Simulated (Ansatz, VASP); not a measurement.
# ZrGe: VASP beside Ansatz, part 2 of 2

One calculation is typed for both programs; each brings its own data sets. How far apart do they land? The cell is generated by rule, not measured, and may not be a known phase. The cell is taken from a series of runs on this material, whose earlier steps may have relaxed, scaled, displaced or heated it; both programs get it as it stands.

VASP 6.6.1 and Ansatz 0.2.0.

So far: The starting structure; VASP: relaxation of cell and atoms, PBE, pair 1; Ansatz: relaxation of cell and atoms, PBE, pair 1; Comparison.

### 5. Ansatz: relaxation of cell and atoms, PBE, pair 2

Level of this step: Ansatz beside VASP: Kohn-Sham DFT, plane waves, PBE (Ansatz).

The relaxed volume is the usual yardstick between codes: in a stiff, nearly cubic crystal its relative difference is about their pressure difference at one cell divided by the bulk modulus.

The cell is taken from a series of runs on this material, whose earlier steps may have relaxed, scaled, displaced or heated it; both programs get it as it stands.

input.yaml reads:

```yaml
crystal:
  lattice:
    - [4.33428, 0.0, 0.0]
    - [-2.16714, 3.7536, 0.0]
    - [0.0, 0.0, 6.256]
  atoms:
    - { symbol: Zr, position: [0.333333, 0.666667, 0.25] }
    - { symbol: Zr, position: [0.666667, 0.333333, 0.75] }
    - { symbol: Ge, position: [0.666667, 0.333333, 0.25] }
    - { symbol: Ge, position: [0.333333, 0.666667, 0.75] }
kpoints:
  mp_grid: { grid: [12, 12, 6] }
hamiltonian:
  xc: pbe
scf:
  occupations: { method: gaussian, width: 0.1 }
output:
  forces: true
  stress: true
  eigenvalues: true
  write_density: true
  write_potential: true
  elf: true
  volumetric_format: npy
relax:
  adjacent_minimum: "off"
  f_tol: 0.005
  max_steps: 80
  cell: { stress_tol: 0.05 }
```

Run with:

```bash
$ ansatz run input.yaml --threads 4 --pin off --max-ram 7168MiB --backend cpu --events-out ev --progress --plain --runs-dir out
```

Numbers of over 12 decimals in the logs are rounded to 6 here.

The log of the run:

```text
[...]
--- Relaxed structure (7 steps of the walk, 7 accepted, 2 SCFs on fresh bases) ---
[...]
cell:  # Å, volume = 101.9765 Å³
    - [4.677671, 0.0, 0.0]
    - [-2.338836, 4.050982, 0.0]
    - [0.0, 0.0, 5.381581]
  atoms:
    - { symbol: Zr, position: [0.333333, 0.666667, 0.25] }
    - { symbol: Zr, position: [0.666667, 0.333333, 0.750000] }
    - { symbol: Ge, position: [0.666667, 0.333333, 0.25] }
    - { symbol: Ge, position: [0.333333, 0.666667, 0.750000] }
[key lines of the parts left out:]
SCF converged after 6 iterations
Free energy (F): -16959.086189 eV
Fermi energy:    9.199763 eV
P = ⅓ Tr σ = 0.0023 GPa (0.023 kbar)
```

### 6. VASP: relaxation of cell and atoms, PBE, pair 2

The same cell, functional, mesh and smearing now go to VASP, with its own data sets.

INCAR reads:

```
SYSTEM = ZrGe
PREC = Accurate
ENCUT = 500
EDIFF = 1E-07
NELM = 120
ISMEAR = 0
SIGMA = 0.1
LREAL = .FALSE.
ALGO = Normal
GGA = PE
NBANDS = 32
LASPH = .TRUE.
LORBIT = 11
LWAVE = .FALSE.
LCHARG = .FALSE.
ISIF = 3
IBRION = 2
NSW = 80
EDIFFG = -0.005
GGA_COMPAT = .FALSE.
NELMIN = 4
KPAR = 2
```

POSCAR reads:

```
ZrGe
1.0
    4.3342820000      0.0000000000      0.0000000000
   -2.1671410000      3.7535980000      0.0000000000
    0.0000000000      0.0000000000      6.2560000000
Zr Ge
2 2
Direct
    0.3333333777      0.6666667555      0.2500000000
    0.6666666223      0.3333332445      0.7500000000
    0.6666666223      0.3333332445      0.2500000000
    0.3333333777      0.6666667555      0.7500000000
```

KPOINTS reads:

```
Automatic mesh
0
Gamma
12 12 6
0 0 0
```

The projector-augmented-wave data sets are Zr_sv and Ge_d (PBE family, release 64).

Run with:

```bash
$ mpirun -np 2 vasp_std
```

The log of the run:

```text
[... set-up lines as in an earlier step ...]
 entering main loop
       N       E                     dE             d eps       ncg     rms          rms(c)
DAV:   1     0.606804703768E+03    0.60680E+03   -0.25915E+04  5968   0.331E+03
DAV:   2     0.679201722145E+02   -0.53888E+03   -0.52550E+03  5064   0.889E+02
DAV:   3    -0.195797957036E+02   -0.87500E+02   -0.86312E+02  6688   0.209E+02
DAV:   4    -0.276811901026E+02   -0.81014E+01   -0.80457E+01  7584   0.630E+01
[...]
DAV:  14    -0.256115437707E+02   -0.68676E-06   -0.36891E-07  5392   0.414E-03    0.102E-03
DAV:  15    -0.256115439853E+02   -0.21462E-06   -0.68972E-08  3888   0.254E-03    0.244E-04
DAV:  16    -0.256115439287E+02    0.56638E-07   -0.15089E-08  3600   0.147E-03
   1 F= -.25611544E+02 E0= -.25609872E+02  d E =-.256115E+02
[... from here on, the cycles between the ionic steps are left out ...]
   2 F= -.27236048E+02 E0= -.27233220E+02  d E =-.162450E+01
   3 F= -.27340673E+02 E0= -.27338327E+02  d E =-.172913E+01
   4 F= -.27233858E+02 E0= -.27231291E+02  d E =0.106815E+00
   5 F= -.27488116E+02 E0= -.27485599E+02  d E =-.147444E+00
   6 F= -.27488294E+02 E0= -.27485771E+02  d E =-.147621E+00
   7 F= -.27512696E+02 E0= -.27510363E+02  d E =-.244026E-01
   8 F= -.27514219E+02 E0= -.27511849E+02  d E =-.259249E-01
   9 F= -.27514210E+02 E0= -.27511837E+02  d E =-.259159E-01
  10 F= -.27514234E+02 E0= -.27511857E+02  d E =-.243972E-04
  11 F= -.27514251E+02 E0= -.27511875E+02  d E =-.413105E-04
  12 F= -.27514258E+02 E0= -.27511886E+02  d E =-.744757E-05
 trial-energy change:   -0.000007  1 .order   -0.000008   -0.000017    0.000002
 step:   0.6709(harm=  0.6709)  dis= 0.00000  next Energy=   -27.514259 (dE=-0.769E-05)
 reached required accuracy - stopping structural energy minimisation
```

From OUTCAR (step 6):

```text
  Total        0.0044231      0.0044231      0.0015407      0.0000000      0.0000000      0.0000000
  in kB        0.0695174      0.0695174      0.0242151      0.0000000      0.0000000      0.0000000
  external PRESSURE =       0.0544166 kB  Pullay stress =       0.0000000 kB

 POSITION                                       TOTAL-FORCE (eV/Angst)
 -----------------------------------------------------------------------------------
     -0.00000      2.69964      1.34593         0.000000      0.000000      0.000000
      2.33796      1.34982      4.03780        -0.000000     -0.000000      0.000000
      2.33796      1.34982      1.34593        -0.000000      0.000000     -0.000000
     -0.00000      2.69964      4.03780         0.000000     -0.000000      0.000000
 -----------------------------------------------------------------------------------
    total drift:                                0.000000     -0.000066      0.000001

  FREE ENERGIE OF THE ION-ELECTRON SYSTEM (eV)
  ---------------------------------------------------
  free  energy   TOTEN  =       -27.5142584727 eV

  energy  without entropy=      -27.5095127939  energy(sigma->0) =      -27.51188563

[... 2 parts as in an earlier step ...]

[... 2 further parts left out ...]
[key lines of the parts left out:]
E-fermi :   5.3380
```

### 7. Comparison

Both answers:

| quantity | Ansatz | VASP | difference |
| --- | --- | --- | --- |
| volume (Å³) | 101.98 | 101.94 | +0.03 % |
| edge a after relaxation, in the typed setting (Å) | 4.678 | 4.676 | +0.04 % |
| edge c after relaxation, in the typed setting (Å) | 5.382 | 5.384 | -0.04 % |

### 8. Results

```
difference in volume (relaxation of cell and atoms, PBE, pair 1)                                        : -0.031 %
difference in edge c after relaxation, in the typed setting (relaxation of cell and atoms, PBE, pair 2) : -0.039 %
```

**Reading.** The difference in edge c after relaxation, in the typed setting is -0.039 % (relaxation of cell and atoms, PBE, pair 2), within the 1.2 % picked in this series as the mark of a large difference, as far as the stopping tolerances let one tell. Such differences can come from data sets, numerical settings and the points named under the comparisons, not from the functional's error against experiment.

[Lines on the potential files, build, host, timing and source positions are cut from VASP's logs without a mark.]

[Logs are printed without paths, hosts, clocks, repeated set-up lines and the standing remarks that a program may print on its own settings, such as how far it seeks lower states.]

[Hosts, paths, dates, database ids (printed as entryN), source tags and the programs' standing remarks are cut or masked in the printed files.]
